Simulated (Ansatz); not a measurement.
Computed with DFT PBE, scalar-relativistic, plane waves, PAW in Ansatz 0.2.0. Settings: cutoff 420 eV, Γ-centred meshes spaced at most about 0.3 Å⁻¹, and about 0.25 Å⁻¹ or finer for metals (2π included), Gaussian smearing. No spin polarisation.

Formation energies are uncorrected and refer to the elements' standard structures at the same level (O₂ as a molecule).

Temperature and zero-point effects are left out. Larger cells and other orderings weren't all tried, so the list isn't exhaustive.

A search for Zn₇O gave 4 distinct relaxed structures. Coordination counts Zn atoms around O (those within 1.25 times the shortest such distance or 1.15 times the sum of covalent radii). Cells relaxed within their symmetry can be saddle points.

Question: Which structure of Zn₇O came out lowest?

Answer: The one with space group P3m1 (No. 156), reached from: a cell proposed by chemical analogy. It has a = 2.993 Å, c = 15.318 Å, 14.9 Å³/atom, no gap on the mesh. Around Zn on its first site lie 6 Zn at 2.67–2.70 Å and 6 Zn at 2.99 Å; around Zn on its second site lie 6 Zn at 2.63–2.67 Å and 6 Zn at 2.99 Å; around Zn on its third site lie 6 Zn at 2.69–2.71 Å and 6 Zn at 2.99 Å; O is surrounded by 4 Zn at 1.92–1.99 Å, 6 O at 2.99 Å and 1 Zn at 3.15 Å; 4 more sites not described. Its energy over the elements is −0.24 eV/atom. Whether it is stable depends on the other phases of the system, which aren't compared here. An observed structure of this formula, if there is one, may be missing.

```cif
data_structure
_symmetry_space_group_name_H-M 'P3m1'
_symmetry_Int_Tables_number 156
_cell_length_a 2.9928
_cell_length_b 2.9928
_cell_length_c 15.3184
_cell_angle_alpha 90.000
_cell_angle_beta 90.000
_cell_angle_gamma 120.000
_cell_volume 118.83
loop_
_atom_site_label
_atom_site_type_symbol
_atom_site_symmetry_multiplicity
_atom_site_Wyckoff_symbol
_atom_site_fract_x
_atom_site_fract_y
_atom_site_fract_z
_atom_site_occupancy
Zn1 Zn 1 b 0.33333 0.66667 0.73381 1
Zn2 Zn 1 c 0.66667 0.33333 0.86704 1
Zn3 Zn 1 b 0.33333 0.66667 0.46374 1
Zn4 Zn 1 a 0.00000 0.00000 0.59820 1
Zn5 Zn 1 a 0.00000 0.00000 0.99604 1
Zn6 Zn 1 b 0.33333 0.66667 0.18626 1
Zn7 Zn 1 a 0.00000 0.00000 0.32730 1
O1 O 1 a 0.00000 0.00000 0.12160 1
```

Question: How much higher is the P-31m structure with 16.8 Å³/atom and coordination O 6 (reached from: random cell)?

Answer: 148 meV/atom. It has no gap on its mesh.

Question: How much higher is the P-62m structure with 16.8 Å³/atom and coordination O 6 (reached from: random cell)?

Answer: 146 meV/atom. It has no gap on its mesh.

Some structure types and database cells were kept out of the candidates from the start, so a known form may be missing.
